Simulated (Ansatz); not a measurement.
InCuS₂ (chalcopyrite, I-42d) at seven volumes, the program Ansatz at the LDA level (PAW), shape and atoms relaxed at each. One row is withheld.

| V (Å³/atom) | P (GPa) |
|---|---|
| 18.303 | 9.92 |
| 18.907 | 6.02 |
| 19.510 | 2.75 |
| 20.114 | 0.00 |
| 20.717 | ? |
| 21.320 | -4.24 |
| 21.924 | -5.87 |

### Question
Fit the shown pressures and predict the withheld one.

### Answer
Third-order Birch–Murnaghan: P = (3/2)B₀(x^(7/2) − x^(5/2))[1 + (3/4)(B′ − 4)(x − 1)] with x = (V₀/V)^(2/3). Least squares on the six rows gives V₀ = 20.114 Å³/atom, B₀ = 83.76 GPa, B′ = 4.80. At V = 20.717, x = 0.9805 and P = -2.30 GPa. The run itself gave -2.31 GPa.

The LDA relaxation kept the symmetry of its start. No spin polarisation was allowed.

Potentials: the later of the program's two PAW sets.
